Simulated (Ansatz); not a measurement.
The system is HgTe (Coloradoite).

```xyz
2
Lattice="0.0000 3.2145 3.2145 3.2145 0.0000 3.2145 3.2145 3.2145 0.0000" Properties=species:S:1:pos:R:3 pbc="T T T"
Hg    0.0000    0.0000    0.0000
Te    4.8217    4.8217    4.8217
```

Base run:

| Quantity | Value |
| --- | --- |
| Program | Ansatz 0.2.0 |
| Functional | PBEsol |
| Potentials or basis | all-electron LAPW, scalar-relativistic |
| Cutoff | 262 eV (chosen from the basis error) |
| Basis error allowed | 0.001 eV/atom |
| k mesh | 7 × 7 × 7 |
| Occupations | fermi-dirac, width 0.05 eV |
| Spin | no spin polarisation |

Its results: pressure 1.8 GPa.

**Question.** The run is repeated on the same cell with these changes: functional from PBEsol to LDA. What comes out?

**Answer.** Pressure 0.2 GPa.

LDA binds more tightly than PBEsol, so the same cell stands under less pressure.
